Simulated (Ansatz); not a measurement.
# BaTiO3 (P1) in Ansatz: further runs

Aim: see how the results for BaTiO3 move with the level of theory and the settings. Levels: PBEsol, PBEsol+D3(BJ), PBEsol+D3(BJ)-ATM, PBEsol+D4. Tasks: relaxation of cell and atoms.

Everything below comes from runs of Ansatz 0.2.0. Logs are shortened: lines on timing, memory, paths and dates and some standing lists are left out, and cuts for length are marked.

### Step 1. The cell of the first run

The typed cell holds 10 atoms: a = 3.803 Å, b = 4.131 Å, c = 7.975 Å, α = 89.10°, β = 88.33°, γ = 89.36°.

### Step 2. Relaxation of cell and atoms, PBEsol

input.yaml

```yaml
crystal:
  lattice:
    - [-3.80268156, -0.05658243, -0.02181512]
    - [-0.02191438, -0.03167986, -4.13033488]
    - [-0.11316485, -7.97351199, -0.06307272]
  atoms:
    - { symbol: Ba, position: [0.04486322, 0.90916552, 0.49511477] }
    - { symbol: Ba, position: [0.00814907, 0.9218096, 0.02441397] }
    - { symbol: Ti, position: [0.45719229, 0.52057169, 0.20538669] }
    - { symbol: Ti, position: [0.50231709, 0.47064326, 0.76225275] }
    - { symbol: O, position: [0.48144089, 0.03993233, 0.24039032] }
    - { symbol: O, position: [0.45628989, 0.07297889, 0.69356516] }
    - { symbol: O, position: [0.5380255, 0.54058565, 0.44980358] }
    - { symbol: O, position: [0.5290554, 0.55799572, 0.03050014] }
    - { symbol: O, position: [0.98202325, 0.45739828, 0.26038045] }
    - { symbol: O, position: [0.00064341, 0.50891906, 0.83819216] }
hamiltonian:
  xc: pbesol
  pseudopotentials: { kind: paw }
kpoints:
  mp_grid: { grid: [7, 7, 4] }
scf:
  occupations: { method: fermi_dirac, width: 0.05 }
output:
  forces: true
  stress: true
  eigenvalues: true
relax:
  f_tol: 0.01
  max_steps: 40
  cell: { stress_tol: 0.05 }
```

Potentials or basis: Ansatz PAW.

Started as:

```sh
> ansatz run input.yaml --threads 4 --pin off --max-ram 11264MiB --backend cpu --events-out ev --progress --plain --runs-dir out
```

What it wrote:

```text
Warning: RAYON_NUM_THREADS=4 ignored (pool sized by the plan → 4); use --threads N
Engine: ansatz 0.2.0, aarch64-unknown-linux-gnu
Pseudopotentials: kind: paw
Pseudopotential: Ba, paw, valence charge 10, recommended cutoff 420 eV (normal), Ba.paw.azcp
Pseudopotential: Ti, paw, valence charge 12, recommended cutoff 420 eV (normal), Ti.paw.azcp
Pseudopotential: O, paw, valence charge 6, recommended cutoff 420 eV (normal), O.paw.azcp
Functional definition: PBEsol
  exchange = pbesol_x
  correlation = pbesol_c
Crystal: 10 atoms, lattice volume = 125.197 Å³
Basis set: ecut = 420 eV, 2447 PW (Γ), exchange–correlation on 54×60×108 points (8 copies of the dense FFT grid, shifted against one another)
Bands: 50, of which v1, the nominal top of the filled ones, is band 40 counted from 1 (39 counted from 0)
Symmetry: 1 space group operations
Space group: P1 (ITA 1), of the structure as read, at distance tolerance 5.0e-5 Å
k-points: 99 of 196 (time reversal used)
Non-local potential: Ba, projectors of the file, l = 0: 3, l = 1: 2, l = 2: 2, l = 3: 2
Non-local potential: Ti, projectors of the file, l = 0: 3, l = 1: 2, l = 2: 3, l = 3: 1
Non-local potential: O, projectors of the file, l = 0: 2, l = 1: 2, l = 2: 1
PAW form: soft (Blöchl's): semilocal exchange-correlation on the pseudo side does not see the compensation charge
PAW frozen core: Ba, regenerated for the run's functional, and the local potential with it (the file was generated under x = pbe(κ = 0.804, μ = 0.2195149727645171), c = pbe(β = 0.06672455060314922))
PAW frozen core: Ti, regenerated for the run's functional, and the local potential with it (the file was generated under x = pbe(κ = 0.804, μ = 0.2195149727645171), c = pbe(β = 0.06672455060314922))
PAW frozen core: O, regenerated for the run's functional, and the local potential with it (the file was generated under x = pbe(κ = 0.804, μ = 0.2195149727645171), c = pbe(β = 0.06672455060314922))
PAW one-centre angular grid: Ba, 194 points (default); XC on 64 Gauss nodes
PAW one-centre angular grid: Ti, 590 points (default); XC on 64 Gauss nodes
PAW one-centre angular grid: O, 110 points (default); XC on 64 Gauss nodes
Initial density: superposition of atomic densities (neutral atoms: chi_scale 0, normalization atom), corrected by the library's trained network
Initial wavefunctions: pseudopotential atomic-orbital guess
Functional: x = pbesol(κ = 0.804, μ = 0.12345679012345678), c = pbesol(β = 0.046)
SCF iter   1: F=—  HF=-20045.018255 eV  |F-HF|=—  |Δ(HF+E_count)|=         —  Δρ=1.74e-2  dr2=3.82e-1  ethr=1.77e-3  ⟨swp⟩=6.7  Hψ=21855  notcnv=0  defer=54
preconditioner: auto → Resta (q_TF=auto, 2.532 Å⁻¹)  ε∞=5.9  [insulator: Δε(μ)=0.281 eV  Ē_g=11.965 eV  σ=0.050 eV  W_gap=0.87  n_scr=38 (ndim 8)  ℏωp=26.5 eV  f_vac=0.004  D(μ)=0.17/eV (n_scr^D=0)  ε∞_Penn≈5.9]
SCF iter   2: F=—  HF=-20044.931278 eV  |F-HF|=—  |Δ(HF+E_count)|=   8.70e-2  Δρ=5.63e-3  dr2=6.29e-2  ethr=4.78e-4  ⟨swp⟩=2.5  Hψ=8133  notcnv=0  defer=366
SCF iter   3: F=—  HF=-20044.919611 eV  |F-HF|=—  |Δ(HF+E_count)|=   1.17e-2  Δρ=1.68e-3  dr2=7.54e-3  ethr=7.86e-5  ⟨swp⟩=2.3  Hψ=7555  notcnv=0  defer=366
SCF iter   4: F=—  HF=-20044.918376 eV  |F-HF|=—  |Δ(HF+E_count)|=   1.24e-3  Δρ=3.52e-4  dr2=2.27e-4  ethr=9.43e-6  ⟨swp⟩=2.0  Hψ=7641  notcnv=0  defer=366
SCF iter   5: F=—  HF=-20044.918372 eV  |F-HF|=—  |Δ(HF+E_count)|=   3.72e-6  Δρ=1.46e-4  dr2=2.57e-5  ethr=2.84e-7  ⟨swp⟩=2.0  Hψ=7769  notcnv=0  defer=366
SCF iter   6: F=—  HF=-20044.918402 eV  |F-HF|=—  |Δ(HF+E_count)|=   3.04e-5  Δρ=4.47e-5  dr2=2.48e-6  ethr=3.21e-8  ⟨swp⟩=2.0  Hψ=8463  notcnv=0  defer=366
SCF iter   7: F=—  HF=-20044.918403 eV  |F-HF|=—  |Δ(HF+E_count)|=   3.53e-7  Δρ=1.27e-5  dr2=2.08e-7  ethr=3.10e-9  ⟨swp⟩=2.0  Hψ=7667  notcnv=0  defer=366
SCF iter   8: F=-20044.918403 eV  HF=-20044.918403 eV  |F-HF|=6.50e-9  |Δ(HF+E_count)|=   1.80e-8  Δρ=3.99e-6  dr2=1.91e-8  ethr=1.25e-10  ⟨swp⟩=12.0  Hψ=24371  notcnv=0
SCF 1 converged in 8 iterations: F = -20044.918403 eV  dr2 = 1.91e-8
[... 152 lines left out ...]
iter 7 did not close the SCF: its close was put off for the readings that it lacked (scf_convergence_deferred on its scf_iter line)
SCF iter   7: F=-20054.967939 eV  HF=-20054.967939 eV  |F-HF|=3.64e-12  |Δ(HF+E_count)|=  3.64e-12  Δρ=2.25e-8  dr2=2.26e-13  ethr=1.00e-12  ⟨swp⟩=1.0  Hψ=4950  notcnv=0
SCF iter   8: F=-20054.967939 eV  HF=-20054.967939 eV  |F-HF|=3.64e-12  |Δ(HF+E_count)|=    0.00e0  Δρ=8.49e-9  dr2=3.41e-14  ethr=1.00e-12  ⟨swp⟩=3.4  Hψ=12124  notcnv=0
SCF 13 converged in 8 iterations: F = -20054.967939 eV  dr2 = 3.41e-14
relax step  13: F+E_penalty+E_count = -20054.96793907 eV  Δ(F+E_penalty+E_count) = +5.604e-5 eV  max|allowed force component| = 2.373e-4 eV/Å  Δτ_max = 0.0000 Å  P = -0.002 GPa  Ω = 126.930 Å³  stress off target by 1.09e-2 GPa  SCF on the basis re-selected at this cell (its energy is not comparable with the rows above)  (8 SCF iters)
basis re-selected at this cell: Δ(F+E_penalty+E_count) = +5.604e-5 eV, ΔP = +0.000 GPa vs the last step (what re-selecting the basis moved, of the pressure what is left beyond the Pulay correction that the steps carried, after the strain that the cell walked since its last selection, with what the two solves' SCF thresholds leave and, on support functions, any second-order correction that the steps lacked; it is no measure of the basis error at this ecutwfc). This SCF's stress stands 1.09e-2 GPa from its target on what of the cell is left free (relax.cell.stress_tol is 5.00e-2 GPa) and its largest allowed force component is 2.37e-4 eV/Å (relax.f_tol is 1.00e-2 eV/Å): within both
SCF converged after 8 iterations
Free energy (F): -20054.967939 eV
Harris-Foulkes:  -20054.967939 eV  (|F-HF|=3.64e-12)
Internal energy: -20054.967939 eV  (E = F + TS)
E sigma→0 (E₀):  -20054.967939 eV
Fermi energy:    11.431482 eV
--- Per-component energies (eV) ---
  E_band       = -274.268432
  E_kinetic    = 1938.663975
  E_local      = -4191.642223  (includes V_loc(G=0)·N_el)
  E_nonlocal   = 414.619597
  E_hartree    = 1635.709691
  E_xc         = -973.146345
  E_vxc        = -1087.043373  (∫ρ·V_xc dr)
  E_paw        = -13234.301857  (= ΣΔE_a)
  E_vpaw       = -620.300446  (= ΣTr[D̂ρ^β])
  E_aug_tail   = 0.014658  (compensation charges beyond the density's cutoff)
  E_ewald      = -5645.678797
  E_core_change = 0.793362  (= ΣΔE_core)
  E_smearing   = -0.000000  (= −TS)
  E_closure    = 0.000000  (closes the sum)
  Σ components = -20054.967939   (vs F -20054.967939, Δ=0.00e0)
--- Forces (eV/Å), atoms counted from 1 ---
  atom   1  Ba     0.00019850    -0.00003290    -0.00013593
  atom   2  Ba     0.00022050    -0.00016729    -0.00019879
  atom   3  Ti     0.00023691    -0.00009521    -0.00019033
  atom   4  Ti     0.00014200    -0.00017142    -0.00011173
  atom   5  O     -0.00012166    -0.00001368     0.00010749
  atom   6  O     -0.00013402     0.00012364     0.00020516
  atom   7  O     -0.00013102     0.00002328     0.00005603
  atom   8  O     -0.00013241     0.00012631     0.00002257
  atom   9  O     -0.00019121     0.00001709     0.00013525
  atom  10  O     -0.00009109     0.00018644     0.00010651
  max |Σ_I F_I| component: 3.78e-6 eV/Å
--- Stress (GPa, compression-positive) ---
        0.010809       0.000826       0.000265
        0.000826      -0.005168      -0.001322
        0.000265      -0.001322      -0.010252
  P = ⅓ Tr σ = -0.0015 GPa (-0.015 kbar)
--- Band table (eV; the first three rows and the last of 99) ---
  k-point 0: bands = ["-45.6914", "-45.6904", "-22.1301", "-22.0758", "-22.0747", "-22.0727", "-22.0671", "-22.0669", "-14.2844", "-14.1523", "-6.7352", "-6.4749", "-5.7984", "-5.7971", "-5.7615", "-5.4869", "0.5183", "0.5188", "0.5202", "0.6958", "0.7035", "0.9686", "6.3260", "7.5312", "7.5489", "8.0518", "8.0525", "8.0543", "8.1697", "8.2000", "8.5005", "8.6072", "8.9286", "8.9300", "9.1328", "9.3645", "9.4849", "9.8194", "9.9465", "9.9474", "12.5698", "12.5776", "12.7232", "12.7331", "14.0818", "14.1730", "14.7853", "14.8167", "14.8177", "15.3364"]
  k-point 1: bands = ["-45.6912", "-45.6905", "-22.1219", "-22.0825", "-22.0747", "-22.0730", "-22.0681", "-22.0672", "-14.2656", "-14.1722", "-6.6803", "-6.4859", "-5.7923", "-5.7866", "-5.7668", "-5.5565", "0.5434", "0.5455", "0.5856", "0.6687", "0.6751", "0.9035", "6.5623", "7.6271", "7.6462", "7.7772", "8.0038", "8.0133", "8.2757", "8.2850", "8.5653", "8.7004", "8.7567", "8.7752", "9.0272", "9.4432", "9.5394", "9.5436", "9.8681", "9.8975", "12.6059", "12.7131", "12.8340", "12.8541", "13.8575", "13.9486", "14.7974", "14.8154", "15.2169", "15.6268"]
  k-point 2: bands = ["-45.6909", "-45.6909", "-22.1020", "-22.1020", "-22.0739", "-22.0739", "-22.0679", "-22.0679", "-14.2194", "-14.2194", "-6.5623", "-6.5622", "-5.7796", "-5.7796", "-5.6996", "-5.6995", "0.6049", "0.6050", "0.6088", "0.6089", "0.7455", "0.7455", "7.1515", "7.1515", "7.8415", "7.8415", "7.8601", "7.8601", "8.4745", "8.4746", "8.5043", "8.5043", "8.7713", "8.7713", "9.0556", "9.0556", "9.6530", "9.6531", "9.6964", "9.6965", "12.6649", "12.6649", "13.3290", "13.3290", "13.4081", "13.4081", "14.8101", "14.8101", "15.9065", "15.9065"]
  k-point 98: bands = ["-45.6901", "-45.6895", "-22.1249", "-22.1231", "-22.1166", "-22.0826", "-22.0788", "-22.0765", "-14.1308", "-14.0725", "-6.5511", "-6.1589", "-5.7327", "-5.7077", "-5.6683", "-5.5758", "0.3398", "0.3842", "0.5170", "0.6979", "0.7554", "0.8788", "6.1933", "6.3320", "6.6355", "6.7274", "7.1871", "7.5557", "7.5821", "7.6630", "7.7253", "7.9544", "8.3120", "8.7539", "9.0863", "9.2893", "9.3528", "9.3688", "9.5021", "10.0781", "13.1838", "13.9783", "14.0309", "14.1056", "14.1687", "14.4190", "15.4513", "16.0231", "16.8756", "17.6421"]
--- Relaxed structure (10 steps of the walk, 10 accepted, 3 SCFs on fresh bases) ---
  F+E_penalty+E_count = -20054.96793907 eV   max|allowed force component| = 2.373e-4 eV/Å   (the final SCF, on the basis selected at the relaxed cell)
  cell:  # Å, volume = 126.9296 Å³
    - [-3.9870814542036044, -0.00445757794363927, -0.004361435997980074]
    - [-0.004789838518438335, -0.0048892057459428845, -3.989845162510684]
    - [-0.009292597864810327, -7.9790949616725575, -0.00924775279708507]
  atoms:
    - { symbol: Ba, position: [-0.006040299375218071, 0.9937363586538819, 0.49687821100556057] }
    - { symbol: Ba, position: [-0.006038677923187999, 0.9937335154002238, -0.003122532356809965] }
    - { symbol: Ti, position: [0.4830951381936017, 0.48260259191574617, 0.24132222736300568] }
    - { symbol: Ti, position: [0.4830913683438899, 0.4826070208048706, 0.7413228637888226] }
    - { symbol: O, position: [0.5055969749104015, 0.012123919167975535, 0.25285222844867966] }
    - { symbol: O, position: [0.5055978413791227, 0.012126959441368408, 0.7528542337586873] }
    - { symbol: O, position: [0.5056030009971759, 0.5057222349841706, 0.5060449406203436] }
    - { symbol: O, position: [0.5056034340615241, 0.5057203978939834, 0.006045187431801461] }
    - { symbol: O, position: [1.011744040324913, 0.5058128169852798, 0.25289996616277205] }
    - { symbol: O, position: [0.011747189087777488, 0.5058141847525008, 0.752902663777137] }
```

It took 4.9 min on 4 threads of Arm Neoverse V1, shared host; peak memory 0.81 GiB.

What came out:

```yaml
Free_energy: -20054.9679 eV
Relaxed_volume: 12.69 Å³/atom
Relaxed_cell: a = 3.987 Å, b = 3.990 Å, c = 7.979 Å, α = 89.86°, β = 89.87°, γ = 89.87°
Space_group_after_relaxing_to_0.05_Å: R3m (No. 160)
Energy_gained_by_relaxing: 1005.0 meV/atom
Ionic_steps: 13
Pressure_after_relaxing: 0.0 GPa
Band_gap_on_the_k_mesh: 2.35 eV, indirect (least direct gap 2.56 eV)
```

The path:
```
step  energy change (eV)  largest force (eV/Å)  volume (Å³)
   1              0.0000               26.3282       125.20
   2             -6.3790               10.7308       131.07
   3             -9.0191                3.1387       130.02
   4             -9.8340                1.2242       129.82
   5            -10.0258                0.1239       126.98
   6            -10.0299                0.0421       126.86
   7            -10.0306                0.0013       126.80
   8            -10.0473                0.0018       126.80
   9            -10.0488                0.0033       126.89
  10            -10.0487                0.0023       126.94
  11            -10.0495                0.0023       126.94
  12            -10.0496                0.0003       126.93
  13            -10.0495                0.0003       126.93
```

Final structure:
```
CELL_PARAMETERS angstrom
-3.98708 -0.00446 -0.00436
-0.00479 -0.00489 -3.98985
-0.00929 -7.97909 -0.00925
ATOMIC_POSITIONS crystal
Ba 0.99396 0.99374 0.49688
Ba 0.99396 0.99373 0.99688
Ti 0.48310 0.48260 0.24132
Ti 0.48309 0.48261 0.74132
O 0.50560 0.01212 0.25285
O 0.50560 0.01213 0.75285
O 0.50560 0.50572 0.50604
O 0.50560 0.50572 0.00605
O 0.01174 0.50581 0.25290
O 0.01175 0.50581 0.75290
```

Caveat: odd divisions of the mesh miss points on the zone boundary, where band edges often lie, so the gap on the mesh can be too wide; the plane-wave basis is chosen anew once the cell has moved, so the energies of steps on either side of that aren't comparable; the pressure holds a Pulay correction of +0.6 GPa for the finite cutoff; spin-orbit coupling is left out, which moves the levels of the heavy elements; the PAW data sets come from PBE, with cores solved anew for the run's functional, which leaves a small shift of forces and pressure. Zero-point motion and thermal expansion aren't in these numbers.

### Step 3. Relaxation of cell and atoms, PBEsol+D3(BJ)

Changes to input.yaml since step 2:

```diff
@@ -19,2 +19,3 @@
   pseudopotentials: { kind: paw }
+  dispersion: d3bj
 kpoints:
```

Potentials or basis: Ansatz PAW.

Started as:

```sh
> ansatz run input.yaml --threads 4 --pin off --max-ram 11264MiB --backend cpu --events-out ev --progress --plain --runs-dir out
```

Wall time 4.2 min (4 threads of Arm Neoverse V1, shared host); peak memory 0.8 GiB.

It converged, with:

* Free energy: -20057.6782 eV
* Relaxed volume: 12.35 Å³/atom
* Relaxed cell: a = 3.950 Å, b = 3.954 Å, c = 7.907 Å, α = 89.93°, β = 89.94°, γ = 89.94°
* Space group after relaxing (to 0.05 Å): R3m (No. 160)
* Energy gained by relaxing: 1005.0 meV/atom
* Ionic steps: 11
* Pressure after relaxing: 0.0 GPa
* Band gap on the k mesh: 2.17 eV, indirect (least direct gap 2.31 eV)

Step by step:
| step | energy change (eV) | largest force (eV/Å) | volume (Å³) |
| --- | --- | --- | --- |
| 1 | 0.0000 | 26.3277 | 125.20 |
| 2 | -6.2365 | 10.8642 | 129.50 |
| 3 | -8.9491 | 3.2326 | 127.56 |
| 4 | -9.7998 | 1.3393 | 126.85 |
| 5 | -10.0380 | 0.1038 | 123.15 |
| 6 | -10.0443 | 0.0425 | 123.56 |
| 7 | -10.0450 | 0.0030 | 123.51 |
| 8 | -10.0488 | 0.0035 | 123.51 |
| 9 | -10.0498 | 0.0028 | 123.52 |
| 10 | -10.0499 | 0.0003 | 123.50 |
| 11 | -10.0501 | 0.0002 | 123.50 |

Final structure:
```cif
data_structure
_symmetry_space_group_name_H-M 'P 1'
_symmetry_Int_Tables_number 1
_cell_length_a 3.9499
_cell_length_b 3.9544
_cell_length_c 7.9069
_cell_angle_alpha 89.934
_cell_angle_beta 89.940
_cell_angle_gamma 89.941
_cell_volume 123.50
loop_
_atom_site_label
_atom_site_type_symbol
_atom_site_fract_x
_atom_site_fract_y
_atom_site_fract_z
_atom_site_occupancy
Ba1 Ba 0.99607 0.99567 0.49787 1
Ba2 Ba 0.99607 0.99567 0.99787 1
Ti1 Ti 0.48806 0.48699 0.24359 1
Ti2 Ti 0.48807 0.48699 0.74359 1
O1 O 0.50414 0.00831 0.25219 1
O2 O 0.50413 0.00830 0.75219 1
O3 O 0.50415 0.50446 0.50409 1
O4 O 0.50415 0.50446 0.00409 1
O5 O 0.00758 0.50458 0.25226 1
O6 O 0.00757 0.50457 0.75226 1
```

Levels at points of the mesh, in eV from the valence-band top:
| k point | band 36 | band 37 | band 38 | band 39 | band 40 | band 41 | band 42 | band 43 | band 44 | band 45 |
| --- | --- | --- | --- | --- | --- | --- | --- | --- | --- | --- |
| (0.00, 0.00, 0.00) | -0.76 | -0.68 | -0.23 | -0.15 | -0.14 | 2.17 | 2.18 | 2.28 | 2.33 | 3.89 |
| (0.00, 0.00, -0.50) | -1.16 | -0.48 | -0.48 | -0.45 | -0.45 | 2.26 | 2.26 | 3.07 | 3.07 | 3.12 |

Caveat: odd divisions of the mesh miss points on the zone boundary, where band edges often lie, so the gap on the mesh can be too wide; the plane-wave basis is chosen anew once the cell has moved, so the energies of steps on either side of that aren't comparable; the pressure holds a Pulay correction of +0.6 GPa for the finite cutoff; spin-orbit coupling is left out, which moves the levels of the heavy elements; the PAW data sets come from PBE, with cores solved anew for the run's functional, which leaves a small shift of forces and pressure. A k mesh can miss the band edges.

(Part 1 of 2 ends here.)
